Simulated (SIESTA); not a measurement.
**Mo under changes of volume**

One of the cells (15.892 Å³/atom); the others are scaled copies at fixed shape and fractional positions:

```xyz
1
Lattice="-1.5838 1.5838 1.5838 1.5838 -1.5838 1.5838 1.5838 1.5838 -1.5838" Properties=species:S:1:pos:R:3 pbc="T T T"
Mo    0.0000    0.0000    0.0000
```

* Program: SIESTA 5.4.2
* Functional: LDA
* Potentials or basis: PseudoDojo 0.4 standard (LDA files)
* Basis: DZP (energy shift 0.003 Ry; two zetas on semicore shells)
* Grid cutoff: 800 Ry
* Energy shift: 0.003 Ry
* k mesh: 12 × 12 × 12
* Occupations: fermi-dirac, width 0.05 eV
* Spin: no spin polarisation

```tsv
volume (Å³/atom)	energy over the lowest point (meV/atom)	pressure (GPa)
14.938	6.37	6.6
15.256	0.00	0.1
15.574	5.84	-5.8
15.892	22.78	-11.1
16.209	49.64	-15.9
16.527	85.35	-20.0
16.845	?	?
```

Problem. What does the run at 16.845 Å³/atom give?

Solution. Energy over the lowest point 128.97 meV/atom; pressure -23.8 GPa.

Worked out: A Birch-Murnaghan fit of order 3 (a polynomial in V^(-2/3)) to the other rows has its minimum at 15.26 Å³/atom with B0 = V·E''(V) = 297 GPa and B' = 4.2. It gives 129.15 meV/atom at 16.845 Å³/atom, against the run's 128.97, and -dE/dV = -23.9 GPa, against -23.8.

Energies are extrapolated to zero smearing.

Caveats: the basis of atomic orbitals isn't converged, which shifts pressures, moduli and gaps.
